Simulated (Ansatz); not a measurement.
Structure: zincblende CdTe, at its r2SCAN minimum. It is cubic, F-43m (No. 216); a = 6.560 Å in the conventional setting, 35.29 Å³ an atom. Cd is surrounded by 4 Te at 2.84 Å; Te is surrounded by 4 Cd at 2.84 Å.

```cif
data_structure
_symmetry_space_group_name_H-M 'F-43m'
_symmetry_Int_Tables_number 216
_cell_length_a 6.5599
_cell_length_b 6.5599
_cell_length_c 6.5599
_cell_angle_alpha 90.000
_cell_angle_beta 90.000
_cell_angle_gamma 90.000
_cell_volume 282.29
loop_
_atom_site_label
_atom_site_type_symbol
_atom_site_symmetry_multiplicity
_atom_site_Wyckoff_symbol
_atom_site_fract_x
_atom_site_fract_y
_atom_site_fract_z
_atom_site_occupancy
Cd1 Cd 4 a 0.00000 0.00000 0.00000 1
Te1 Te 4 d 0.25000 0.25000 0.75000 1
```

4 runs of the plane-wave code Ansatz on this cell differ in the functional (and in the settings that go with it). Levels are in eV from each run's valence top; v1 is the last filled band, c1 the first empty one.

Run A, mean stress +0.1 GPa (compression positive):
```
point     v5     v3     v1    c1    c2     c3
    Γ  -9.38   0.00   0.00  2.16  6.17   6.17
    X  -9.35  -4.50  -1.91  4.01  4.14  10.43
    U  -9.37  -4.36  -1.58  4.35  6.04   8.94
    L  -9.37  -4.60  -0.79  3.27  6.75   6.75
```

Run B, mean stress +1.0 GPa (compression positive):
```
point     v5     v3     v1    c1    c2    c3
    Γ  -7.93   0.00   0.00  0.66  4.64  4.64
    X  -7.90  -4.13  -1.74  2.68  2.69  8.63
    U  -7.92  -4.03  -1.44  2.92  4.47  7.28
    L  -7.92  -4.22  -0.72  1.79  5.22  5.22
```

Run C, mean stress 0.0 GPa (compression positive):
```
point     v5     v3     v1    c1    c2    c3
    Γ  -8.23   0.00   0.00  1.16  5.08  5.08
    X  -8.20  -4.16  -1.78  2.97  3.00  9.23
    U  -8.21  -4.05  -1.47  3.25  4.82  7.77
    L  -8.22  -4.27  -0.73  2.20  5.62  5.62
```

Run D, mean stress +0.2 GPa (compression positive):
```
point     v5     v3     v1    c1    c2    c3
    Γ  -9.30   0.00   0.00  1.53  5.48  5.48
    X  -9.28  -4.41  -1.87  3.36  3.46  9.72
    U  -9.29  -4.28  -1.54  3.69  5.34  8.23
    L  -9.29  -4.51  -0.77  2.61  6.06  6.06
```

Question: Match the runs to PBE, r2SCAN, HSE06, PBE0.

Answer: A is PBE0, B is PBE, C is r2SCAN, D is HSE06. In order of the gap: PBE 0.66, r2SCAN 1.16, HSE06 1.53, PBE0 2.16 eV.

Spin-unpolarised throughout; all numbers are computed.

Spin-orbit coupling is left out, which matters wherever the heavy atoms make up the band edges.

The stress of a hybrid is loosely converged in these runs.

The meshes of the hybrids are coarse, so their gaps aren't converged to the digits shown.
